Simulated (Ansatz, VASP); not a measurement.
**Hg: VASP beside Ansatz**

```
Hg
1.0
     3.46181    0.00000    0.00000
    -1.73090    2.99802    0.00000
     0.00000    0.00000    5.48755
Hg
2
Direct
  0.34198 0.67987 0.24162
  0.66938 0.33778 0.75372
```

Change from the starting cell: atoms moved at random, drawn with an rms of 0.05 Å.

Alike in both runs: task single point; functional PBE; k mesh 9 × 9 × 5; occupations fermi-dirac, width 0.05 eV; no spin polarisation.

```csv
,VASP,Ansatz
version,VASP 6.6.1,Ansatz 0.2.0
potentials or method,"VASP PAW PBE potentials, release 64 (Hg)",Ansatz PAW
plane-wave cutoff (eV),520,420
valence electrons in the cell,24,40
```

```tsv
	VASP	Ansatz	Ansatz less VASP
gap on the k mesh at the Fermi level (eV)	none	none	-
pressure (GPa)	1.1	1.0	-0.10
largest component of the traceless stress (GPa)	0.17	0.16	-0.007
rms of the force components (eV/Å)	0.057	0.054	-0.0022
```

Atom by atom the forces differ by 0.002 eV/Å (rms over components). A gap of «none» marks a metal or a gap that the smearing closes. The functional is the same, so the differences come from potentials, cutoffs and numerics. The two sets of potentials don't hold the same shells in valence.

The runs have no spin-orbit coupling, so splittings on Hg are missing.
